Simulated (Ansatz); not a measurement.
# The stack of 2H-WS2 under Sc2COS MXene, shifted by two thirds of the diagonal between two gates

Aim: screening and gap of the neutral stack of 2H-WS2 under Sc2COS MXene, shifted by two thirds of the diagonal between oppositely charged gates.

Calculated with Ansatz 0.2.0; plane-wave DFT, PBE-D3(BJ), Ansatz PAW, in the first sound run; inputs show where later runs differ.

## (1) Set-up

The cell holds 8 atoms: 3 S, 1 W, 2 Sc, 1 C and 1 O. Cell: a = 3.203 Å, b = 3.203 Å, c = 54.959 Å, α = 90.0°, β = 90.0°, γ = 120.0°. Regions: layer 1: 2H-WS2, 3 atoms (2 S and 1 W); layer 2: Sc2COS MXene, 5 atoms (1 S, 2 Sc, 1 C and 1 O). Vacuum lies along c.

## (2) Relaxing the slab

The starting cell is a guess, so the in-plane lattice and the atoms are relaxed first, with the slab cut off from its images along the normal.

Input file input.yaml:

```yaml
crystal:
  lattice:
    - [3.20304, 0.0, 0.0]
    - [-1.60152, 2.7739140093, 0.0]
    - [0.0, 0.0, 54.9586570747]
  atoms:
    - { symbol: S, position: [0.3333333333, 0.6666666667, 0.3912031542] }
    - { symbol: W, position: [0.0, 0.0, 0.4228234705] }
    - { symbol: S, position: [0.3333333333, 0.6666666667, 0.4544437866] }
    - { symbol: S, position: [0.0, 0.0, 0.5090302733] }
    - { symbol: Sc, position: [0.3333333333, 0.6666666667, 0.5415142151] }
    - { symbol: C, position: [0.6666666667, 0.3333333333, 0.5646757203] }
    - { symbol: Sc, position: [0.0, 0.0, 0.5878372254] }
    - { symbol: O, position: [0.3333333333, 0.6666666667, 0.6087968458] }
  periodic: [true, true, false]
kpoints:
  mp_grid: { grid: [12, 12, 1] }
hamiltonian:
  xc: pbe
  dispersion: d3bj
scf:
  occupations: { method: fermi_dirac, width: 0.05 }
  convergence: { dr2_threshold: 1.0e-09 }
relax:
  f_tol: 0.004
  max_steps: 90
  cell: {}
output:
  write_potential: true
  write_density: true
  volumetric_format: npy
```

Run with:

```bash
ansatz run input.yaml --threads 4 --pin off --max-ram 6144MiB --backend cpu --events-out ev --progress --plain --runs-dir out
```

Numbers of over 12 decimals in the logs are rounded to 6 here.

The program printed:

```text
Warning: relax.cell: scf.convergence.dr2_threshold = 1e-9 eV is looser than the 1.65912242724e-10 eV advised for a relaxation that steers and ends on the stress (1e-10 eV for each atom of the cell: 8, times the square of relax.cell.stress_2d_tol = 0.05 N/m over 22.0 Å (the atoms' height at the walk's start and 5 Å past either face), 2.277e-2 GPa, over a crystal's default 0.05). What an SCF threshold leaves in a stress goes as its square root, and in the free energy as the threshold itself, and one threshold admits the most on a small cell: [figures from the program's tests cut] Set scf.convergence.dr2_threshold to 1.65912242724e-10 eV or tighter. [rest of the remark cut]
Engine: ansatz 0.2.0, x86_64-unknown-linux-gnu
Pseudopotentials: kind: paw
Pseudopotential: S, paw, valence charge 6, recommended cutoff 420 eV (normal), S.paw.azcp
Pseudopotential: W, paw, valence charge 14, recommended cutoff 420 eV (normal), W.paw.azcp
Pseudopotential: Sc, paw, valence charge 11, recommended cutoff 420 eV (normal), Sc.paw.azcp
Pseudopotential: C, paw, valence charge 4, recommended cutoff 420 eV (normal), C.paw.azcp
Pseudopotential: O, paw, valence charge 6, recommended cutoff 420 eV (normal), O.paw.azcp
Functional definition: PBE
  parameter kappa = 0.804
  parameter beta = 0.066725
  exchange = pbe_x(kappa = kappa, mu = beta*pi^2/3)
  correlation = pbe_c(beta = beta)
Crystal: 8 atoms, lattice volume = 488.305 Å³
Basis set: ecut = 420 eV, 9687 PW (Γ), exchange–correlation on 48×48×750 points (8 copies of the dense FFT grid, shifted against one another)
Bands: 40, of which v1, the nominal top of the filled ones, is band 32 counted from 1 (31 counted from 0)
Symmetry: 6 space group operations
Space group: P3m1 (ITA 156), of the structure as read, at distance tolerance 7.9e-5 Å
k-points: 19 of 144 (time reversal used)
Non-local potential: S, projectors of the file, l = 0: 2, l = 1: 2, l = 2: 2
Non-local potential: W, projectors of the file, l = 0: 3, l = 1: 2, l = 2: 2, l = 3: 1
Non-local potential: Sc, projectors of the file, l = 0: 3, l = 1: 2, l = 2: 3, l = 3: 1
Non-local potential: C, projectors of the file, l = 0: 2, l = 1: 2, l = 2: 1
Non-local potential: O, projectors of the file, l = 0: 2, l = 1: 2, l = 2: 1
PAW form: soft (Blöchl's): semilocal exchange-correlation on the pseudo side does not see the compensation charge
PAW one-centre angular grid: S, 110 points (default); XC on 64 Gauss nodes
PAW one-centre angular grid: W, 590 points (default); XC on 64 Gauss nodes
PAW one-centre angular grid: Sc, 590 points (default); XC on 64 Gauss nodes
PAW one-centre angular grid: C, 110 points (default); XC on 64 Gauss nodes
PAW one-centre angular grid: O, 110 points (default); XC on 64 Gauss nodes
Initial density: superposition of atomic densities (neutral atoms: chi_scale 0, normalization atom), corrected by the library's trained network
Initial wavefunctions: pseudopotential atomic-orbital guess
Functional: x = pbe(κ = 0.804, μ = 0.219515), c = pbe(β = 0.066725)
SCF iter   1: F=—  HF=-18188.082981 eV  |F-HF|=—  |Δ(HF+E_count)|=         —  Δρ=9.45e-3  dr2=7.92e0  ethr=1.77e-3  ⟨swp⟩=12.3  Hψ=5210  notcnv=0  defer=14
preconditioner: auto → LDOS  [metal: Δε(μ)=0.013 eV  Ē_g=7.638 eV  σ=0.050 eV  W_gap=0.06  n_scr=34 (ndim 8)  ℏωp=10.6 eV  f_vac=0.724  D(μ)=4.76/eV (n_scr^D=22)  β→1.0]
SCF iter   2: F=—  HF=-18187.962947 eV  |F-HF|=—  |Δ(HF+E_count)|=   1.20e-1  Δρ=2.83e-3  dr2=2.26e-1  ethr=1.77e-3  ⟨swp⟩=3.4  Hψ=1081  notcnv=0  defer=35
SCF iter   3: F=—  HF=-18188.001207 eV  |F-HF|=—  |Δ(HF+E_count)|=   3.83e-2  Δρ=3.46e-3  dr2=6.75e-1  ethr=3.53e-4  ⟨swp⟩=5.1  Hψ=1473  notcnv=0  defer=38  recentre
SCF iter   4: F=—  HF=-18187.949340 eV  |F-HF|=—  |Δ(HF+E_count)|=   5.19e-2  Δρ=8.96e-4  dr2=1.56e-2  ethr=3.53e-4  ⟨swp⟩=4.1  Hψ=1393  notcnv=0  defer=38
SCF iter   5: F=—  HF=-18187.949499 eV  |F-HF|=—  |Δ(HF+E_count)|=   1.60e-4  Δρ=5.44e-4  dr2=5.88e-3  ethr=2.43e-5  ⟨swp⟩=2.9  Hψ=1331  notcnv=0  defer=38
SCF iter   6: F=—  HF=-18187.949087 eV  |F-HF|=—  |Δ(HF+E_count)|=   4.12e-4  Δρ=2.20e-4  dr2=9.19e-4  ethr=9.19e-6  ⟨swp⟩=2.6  Hψ=996  notcnv=0  defer=38
SCF iter   7: F=—  HF=-18187.949052 eV  |F-HF|=—  |Δ(HF+E_count)|=   3.57e-5  Δρ=1.39e-4  dr2=3.87e-4  ethr=1.44e-6  ⟨swp⟩=3.1  Hψ=1282  notcnv=0  defer=38
SCF iter   8: F=—  HF=-18187.949045 eV  |F-HF|=—  |Δ(HF+E_count)|=   6.95e-6  Δρ=7.19e-5  dr2=9.01e-5  ethr=6.05e-7  ⟨swp⟩=1.9  Hψ=1011  notcnv=0  defer=38
SCF iter   9: F=—  HF=-18187.949027 eV  |F-HF|=—  |Δ(HF+E_count)|=   1.81e-5  Δρ=3.00e-5  dr2=1.59e-5  ethr=1.41e-7  ⟨swp⟩=2.8  Hψ=1212  notcnv=0  defer=38
SCF iter  10: F=—  HF=-18187.949027 eV  |F-HF|=—  |Δ(HF+E_count)|=   3.79e-7  Δρ=9.94e-6  dr2=7.91e-7  ethr=2.49e-8  ⟨swp⟩=3.0  Hψ=1271  notcnv=0  defer=38
SCF iter  11: F=—  HF=-18187.948767 eV  |F-HF|=—  |Δ(HF+E_count)|=   2.60e-4  Δρ=5.32e-6  dr2=3.41e-7  ethr=1.24e-9  ⟨swp⟩=3.1  Hψ=1571  notcnv=0  defer=38
SCF iter  12: F=—  HF=-18187.948767 eV  |F-HF|=—  |Δ(HF+E_count)|=   3.36e-8  Δρ=2.88e-6  dr2=1.77e-7  ethr=5.32e-10  ⟨swp⟩=2.9  Hψ=1414  notcnv=0  defer=38
SCF iter  13: F=—  HF=-18187.948767 eV  |F-HF|=—  |Δ(HF+E_count)|=   1.34e-8  Δρ=1.39e-6  dr2=1.47e-8  ethr=2.77e-10  ⟨swp⟩=2.8  Hψ=1039  notcnv=0  defer=38
SCF iter  14: F=—  HF=-18187.948767 eV  |F-HF|=—  |Δ(HF+E_count)|=   4.26e-8  Δρ=5.56e-7  dr2=2.84e-9  ethr=2.30e-11  ⟨swp⟩=3.2  Hψ=1443  notcnv=0  defer=38
SCF iter  15: F=-18187.948767 eV  HF=-18187.948767 eV  |F-HF|=7.77e-9  |Δ(HF+E_count)|=   2.06e-8  Δρ=2.51e-7  dr2=6.67e-10  ethr=1.56e-12  ⟨swp⟩=13.6  Hψ=6710  notcnv=0
SCF 1 converged in 15 iterations: F = -18187.948767 eV  dr2 = 6.67e-10
  greatest PAW one-centre occupation: 1.000 electrons in one spin orbital (limit 2), on the W atom at site 1 (counted from 0), in its partial waves of l = 0
relax step   1: F+E_penalty+E_count = -18187.94876732 eV  Δ(F+E_penalty+E_count) = +0.000e0 eV  max|allowed force component| = 5.127e0 eV/Å  Δτ_max = 0.0000 Å  P = -3.425 N/m  Ω = 488.305 Å³  fix = [c, alpha, beta]  reactions: c -0.000 N/m  (15 SCF iters, accepted)
Crystal: 8 atoms, lattice volume = 490.393 Å³
Basis set: ecut = 420 eV, 9735 PW (Γ), exchange–correlation on 48×48×750 points (8 copies of the dense FFT grid, shifted against one another)
Initial density: handed on by an earlier stage of this run
Initial wavefunctions: those handed on with the density
SCF iter   1: F=—  HF=-18189.782356 eV  |F-HF|=—  |Δ(HF+E_count)|=         —  Δρ=1.85e-2  dr2=7.07e0  ethr=3.10e-3  ⟨swp⟩=17.6  Hψ=4317  notcnv=0  defer=7
[...]
relax step   4: F+E_penalty+E_count = -18189.58851741 eV  Δ(F+E_penalty+E_count) = -2.925e-2 eV  max|allowed force component| = 1.138e-1 eV/Å  Δτ_max = 0.0338 Å  P = -0.725 N/m  Ω = 496.657 Å³  energy of the carried Pulay correction = -2.064e-3 eV  fix = [c, alpha, beta]  reactions: c -0.000 N/m  (12 SCF iters, accepted)
[...]
relax step   5: F+E_penalty+E_count = -18189.59020492 eV  Δ(F+E_penalty+E_count) = -1.688e-3 eV  max|allowed force component| = 2.259e-2 eV/Å  Δτ_max = 0.0136 Å  P = -0.162 N/m  Ω = 496.528 Å³  energy of the carried Pulay correction = -2.032e-3 eV  fix = [c, alpha, beta]  reactions: c -0.000 N/m  (10 SCF iters, accepted)
[...]
relax step   6: F+E_penalty+E_count = -18189.59015271 eV  Δ(F+E_penalty+E_count) = +5.221e-5 eV  max|allowed force component| = 1.741e-2 eV/Å  Δτ_max = 0.0268 Å  P = +0.060 N/m  Ω = 496.023 Å³  energy of the carried Pulay correction = -1.908e-3 eV  fix = [c, alpha, beta]  (11 SCF iters, rejected (line search))
[...]
relax step   7: F+E_penalty+E_count = -18189.59042444 eV  Δ(F+E_penalty+E_count) = -2.195e-4 eV  max|allowed force component| = 4.692e-3 eV/Å  Δτ_max = 0.0081 Å  P = -0.012 N/m  Ω = 496.167 Å³  energy of the carried Pulay correction = -1.944e-3 eV  fix = [c, alpha, beta]  reactions: c -0.000 N/m  (11 SCF iters, accepted)
[...]
relax step   8: F+E_penalty+E_count = -18189.59042844 eV  Δ(F+E_penalty+E_count) = -4.000e-6 eV  max|allowed force component| = 2.335e-4 eV/Å  Δτ_max = 0.0011 Å  P = -0.001 N/m  Ω = 496.161 Å³  energy of the carried Pulay correction = -1.942e-3 eV  fix = [c, alpha, beta]  reactions: c -0.000 N/m  (8 SCF iters, accepted)
Initial wavefunctions: pseudopotential atomic-orbital guess (no wavefunctions were taken with the density)
iter 1 solved again at ethr=2.42e-7 eV; its pass at ethr=3.10e-3 eV (dr2=1.55e-4 eV) is discarded
SCF iter   1: F=—  HF=-18189.592183 eV  |F-HF|=—  |Δ(HF+E_count)|=         —  Δρ=4.68e-5  dr2=1.71e-6  ethr=2.42e-7  ⟨swp⟩=6.6  Hψ=8689  notcnv=0
preconditioner: auto → LDOS  [metal: Δε(μ)=0.074 eV  Ē_g=8.210 eV  σ=0.050 eV  W_gap=0.34  n_scr=32 (ndim 8)  ℏωp=10.5 eV  f_vac=0.733  D(μ)=2.08/eV (n_scr^D=14)  β→1.0]
SCF iter   2: F=—  HF=-18189.592549 eV  |F-HF|=—  |Δ(HF+E_count)|=   3.66e-4  Δρ=1.80e-5  dr2=1.70e-6  ethr=2.67e-9  ⟨swp⟩=3.8  Hψ=1919  notcnv=0
SCF iter   3: F=—  HF=-18189.592539 eV  |F-HF|=—  |Δ(HF+E_count)|=   9.97e-6  Δρ=6.12e-6  dr2=2.30e-7  ethr=2.65e-9  ⟨swp⟩=2.8  Hψ=1257  notcnv=0
SCF iter   4: F=—  HF=-18189.592547 eV  |F-HF|=—  |Δ(HF+E_count)|=   7.87e-6  Δρ=3.18e-6  dr2=2.98e-7  ethr=3.59e-10  ⟨swp⟩=3.4  Hψ=1477  notcnv=0
SCF iter   5: F=—  HF=-18189.592548 eV  |F-HF|=—  |Δ(HF+E_count)|=   8.26e-7  Δρ=1.05e-6  dr2=1.49e-8  ethr=3.59e-10  ⟨swp⟩=2.3  Hψ=948  notcnv=0
SCF iter   6: F=—  HF=-18189.592549 eV  |F-HF|=—  |Δ(HF+E_count)|=   8.81e-7  Δρ=6.29e-7  dr2=7.06e-9  ethr=2.33e-11  ⟨swp⟩=3.2  Hψ=1457  notcnv=0
SCF iter   7: F=-18189.592549 eV  HF=-18189.592549 eV  |F-HF|=1.34e-8  |Δ(HF+E_count)|=   2.35e-7  Δρ=2.34e-7  dr2=5.40e-10  ethr=1.56e-12  ⟨swp⟩=16.9  Hψ=7879  notcnv=0
SCF 9 converged in 7 iterations: F = -18189.592549 eV  dr2 = 5.40e-10
relax step   9: F+E_penalty+E_count = -18189.59254878 eV  Δ(F+E_penalty+E_count) = -2.120e-3 eV  max|allowed force component| = 3.108e-4 eV/Å  Δτ_max = 0.0000 Å  P = +0.037 N/m  Ω = 496.161 Å³  fix = [c, alpha, beta]  reactions: c +0.000 N/m  stress off target by 3.72e-2 N/m on what of the cell is left free  SCF on the basis re-selected at this cell (its energy is not comparable with the rows above)  (7 SCF iters)
basis re-selected at this cell: Δ(F+E_penalty+E_count) = -2.120e-3 eV, ΔP = +0.038 N/m vs the last step (what re-selecting the basis moved, of the pressure what is left beyond the Pulay correction that the steps carried, after the strain that the cell walked since its last selection, with what the two solves' SCF thresholds leave and, on support functions, any second-order correction that the steps lacked; it is no m [...]
WARN: The input density's exchange-correlation potential varies sharply where the density is thin. Do not read a vacuum level from v_tot or v_xc, or from such a field of the output density. On a cell that repeats whose density bears no net charge and no dipole along the vacuum's axis use v_es (v_loc + v_h of the components); under efield.dipole_correction with no amplitude use v_es + v_field, which holds any external [...]
SCF converged after 7 iterations
Free energy (F): -18189.592549 eV
Harris-Foulkes:  -18189.592549 eV  (|F-HF|=1.34e-8)
Internal energy: -18189.573122 eV  (E = F + TS)
E sigma→0 (E₀):  -18189.582835 eV
Entropy (-TS):   -0.019427 eV (-2.428 meV/atom)
Fermi energy:    -6.068513 eV
--- Per-component energies (eV) ---
  E_band       = -1476.958423
  E_kinetic    = 1560.724496
  E_local      = -379393.316559  (includes V_loc(G=0)·N_el)
  E_nonlocal   = 322.585582
  E_hartree    = 188680.879625
  E_xc         = -891.839713
  E_vxc        = -917.236498  (∫ρ·V_xc dr)
  E_paw        = -12529.619109  (= ΣΔE_a)
  E_vpaw       = -411.475537  (= ΣTr[D̂ρ^β])
  E_aug_tail   = 0.002418  (compensation charges beyond the density's cutoff)
  E_ewald      = 184063.433227
  E_disp       = -2.423088  (pairwise vdW)
  E_smearing   = -0.019427  (= −TS)
  E_closure    = -0.000000  (closes the sum)
  Σ components = -18189.592549   (vs F -18189.592549, Δ=0.00e0)
--- Forces (eV/Å), atoms counted from 1 ---
  atom   1  S      0.00000000    -0.00000000     0.00017825
  atom   2  W     -0.00000000    -0.00000000     0.00012358
  atom   3  S      0.00000000     0.00000000     0.00001732
  atom   4  S     -0.00000000    -0.00000000    -0.00020590
  atom   5  Sc     0.00000000     0.00000000     0.00023923
  atom   6  C      0.00000000     0.00000000    -0.00031154
  atom   7  Sc     0.00000000     0.00000000    -0.00019460
  atom   8  O     -0.00000000    -0.00000000     0.00014746
  max |Σ_I F_I| component: 6.21e-6 eV/Å
--- 2D stress c σ (N/m, compression-positive) ---
        0.037214       0.000000      -0.000000
        0.000000       0.037214      -0.000000
       -0.000000      -0.000000       0.000000
  P = ½ c Tr σ = 0.0372 N/m
--- Band table (eV; the first three rows and the last of 19) ---
  k-point 0: bands = [... 28 lower, -6.2610, -6.2610, -5.5817, -4.4416, -4.4416, -3.4761, -3.4761, -3.2524, ... 4 higher]
  k-point 1: bands = [... 28 lower, -6.2572, -6.2135, -5.6482, -4.9703, -4.6534, -3.5696, -3.4143, -3.3565, ... 4 higher]
  k-point 2: bands = [... 28 lower, -6.4690, -6.2728, -6.2175, -5.6961, -5.0639, -3.7282, -3.5741, -3.4515, ... 4 higher]
  k-point 18: bands = [... 28 lower, -7.8925, -7.4943, -6.9896, -6.6713, -6.2798, -4.6623, -2.8866, -2.2904, ... 4 higher]
  the weakly bound empty levels are not read free of the cell's end (no_gap_told)
--- Relaxed structure (8 steps of the walk, 7 accepted, 1 SCFs on fresh bases) ---
  F+E_penalty+E_count = -18189.59254878 eV   max|allowed force component| = 3.108e-4 eV/Å   (the final SCF, on the basis selected at the relaxed cell)
  cell:  # Å, volume = 496.1608 Å³
    - [3.228701, 0.0, 0]
    - [-1.614351, 2.796137, 0]
    - [0, 0, 54.9586570747]
  atoms:
    - { symbol: S, position: [0.333333, 0.666667, 0.398512] }
    - { symbol: W, position: [-7.325572197065011e-17, 1.7636355338020678e-17, 0.426765] }
    - { symbol: S, position: [0.333333, 0.666667, 0.454854] }
    - { symbol: S, position: [-8.902704581042734e-17, 1.7636355338023695e-17, 0.506762] }
    - { symbol: Sc, position: [0.333333, 0.666667, 0.537488] }
    - { symbol: C, position: [0.666667, 0.333333, 0.560403] }
    - { symbol: Sc, position: [-7.531540123930194e-17, 1.7636355338025223e-17, 0.590968] }
    - { symbol: O, position: [0.333333, 0.666667, 0.604571] }
```

It took 87 s on 4 threads of AMD EPYC 7R13 (Zen 3), shared host; peak memory 1.1 GiB; 5.7 min of CPU time.

Relaxation path:

```csv
step,energy less that of the first step (eV),largest force component (eV/Å),volume (Å³)
1,0.0000,5.1272,488.31
2,-1.3618,2.5164,490.39
3,-1.6105,0.4722,486.26
4,-1.6397,0.1138,496.66
5,-1.6414,0.0226,496.53
6,-1.6414,0.0174,496.02
7,-1.6417,0.0047,496.17
8,-1.6417,0.0002,496.16
9*,-1.6438,0.0003,496.16
```

Relaxation steps marked * repeat the geometry before them on a plane-wave basis chosen anew for their cell, so energy and pressure can jump there. Relaxation step 6 was tried and not accepted.

The run keeps the 6 symmetry operations that it works with, so distortions that break them were not tested.

```csv
cell as run,before,after,change
a (Å),3.203,3.229,+0.8 %
b (Å),3.203,3.229,+0.8 %
```

The atoms that moved most (Å, along periodic axes as changes of fractional coordinates times the final cell, across vacuum about the mean position):

```csv
atom,dx,dy,dz,length
S1,0.000,0.000,0.402,0.402
C6,0.000,0.000,-0.235,0.235
O8,0.000,0.000,-0.232,0.232
Sc5,0.000,0.000,-0.221,0.221
W2,0.000,0.000,0.217,0.217
Sc7,0.000,0.000,0.172,0.172
S4,0.000,0.000,-0.125,0.125
S3,0.000,0.000,0.023,0.023
```

This step gave:

- energy at zero smearing: -18189.5828 eV

The lattice constant a goes from 3.203 to 3.229 Å.

[end of part 1 of 3]

[Logs are printed without paths, hosts, clocks, repeated set-up lines and the standing remarks that a program may print on its own settings, such as how far it seeks lower states.]

[Hosts, paths, dates, database ids (printed as entryN), source tags and the programs' standing remarks are cut or masked in the printed files.]

[Maps of the electrostatic potential energy from Ansatz leave out the sawtooth potential of an applied field or a dipole correction, so their vacuum need not be flat; planar profiles and work functions include it.]
